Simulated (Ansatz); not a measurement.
**In₂Sb: what the smearing entropy tells about the Fermi level**

All numbers below come from DFT PBEsol, scalar-relativistic, plane waves, PAW in Ansatz 0.2.0.

```
In Sb
1.0
     5.37990    0.00000    0.00000
    -2.68995    4.65913    0.00000
     0.00000    0.00000    6.72255
In Sb
4 2
Direct
  0.66667 0.33333 0.25000
  0.33333 0.66667 0.75000
  0.00000 0.00000 0.50000
  0.00000 0.00000 0.00000
  0.66667 0.33333 0.75000
  0.33333 0.66667 0.25000
```

```
plane-wave cutoff : 420 eV
Γ-centred k-mesh  : 12×12×6
spin treatment    : unpolarised
```

The same metal under several smearings of width σ, on one mesh. F is the free energy, TS the smearing's entropy term for the cell of 6 atoms, and E = F + TS. Gaussian occupations are ½ erfc[(ε − μ)/σ], and N counts both spins. Spin–orbit coupling is left out, which shifts the bands of heavy elements.

```csv
rule,σ (eV),F − F(narrowest) (meV/atom),TS (meV/cell)
Fermi–Dirac,0.1,-7.576,98.512
Gaussian,0.1,0.000,19.234
Gaussian,0.2,-4.352,64.737
Gaussian,0.5,-29.126,338.400
```

Q: For a density of states N (both spins) that is flat over the smeared range, TS = Nσ²/2 (Gaussian) and (π²/3)Nσ² (Fermi–Dirac). What N does each run give?

A:
```
       rule  σ (eV) N (states/eV a cell)
Fermi–Dirac     0.1                  2.99
   Gaussian     0.1                  3.85
   Gaussian     0.2                  3.24
   Gaussian     0.5                  2.71
```

Equal entropy needs σ_Gauss = π√(2/3) σ_FD = 2.57 σ_FD, so a Fermi–Dirac width acts like a Gaussian one 2.57 times as large. At moderate widths N lies between 2.99 and 3.85. The drift shows structure in the density of states within the smeared window (a rise with width points to a dip at the Fermi level, a fall to a peak or a steep flank), or a mesh too coarse for the narrower widths. At the narrowest widths only the few mesh levels within σ of μ count, so N can scatter there.

Q: To second order F = E0 − TS/2 and E = E0 + TS/2. How well does E0 = (E + F)/2 undo the smearing?

A:
```
       rule  σ (eV) F − E0(narrowest) (meV/atom) (E + F)/2 − E0(narrowest) (meV/atom)
Fermi–Dirac     0.1                         -9.18                                 -0.97
   Gaussian     0.1                         -1.60                                  0.00
   Gaussian     0.2                         -5.95                                 -0.56
   Gaussian     0.5                        -30.73                                 -2.53
```

At Fermi–Dirac 0.1 eV the free energy is off by -9.18 meV/atom and the mean by -0.97. What remains is of order σ⁴ plus the mesh error of the narrowest run, which is no exact reference. Forces and stress are derivatives of F, not of E0, so they keep the σ² error.

Ordered by effective width, the Fermi-Dirac run falls between the two wider Gaussian runs, and the inferred N decreases steadily from 3.24 through 2.99 to 2.71 states/eV per cell. The two rules thus give a consistent picture, and the decrease doesn't depend on the narrowest run. The increasingly negative error of (E + F)/2 is not independent evidence for structure near the Fermi level: the same fourth-order term in the free energy lowers both this mean and TS/σ².

The size of N is close to a free-electron estimate for the s and p valence electrons in this cell, which suggests broad, overlapping In and Sb s-p bands rather than a narrow band at the Fermi level. Metallic behaviour is plausible chemically, since the extra indium brings more electrons than the octet bonding of semiconducting InSb can take up. Whether this In₂Sb structure is stable against InSb and elemental indium can't be judged from smearing energies at one composition.
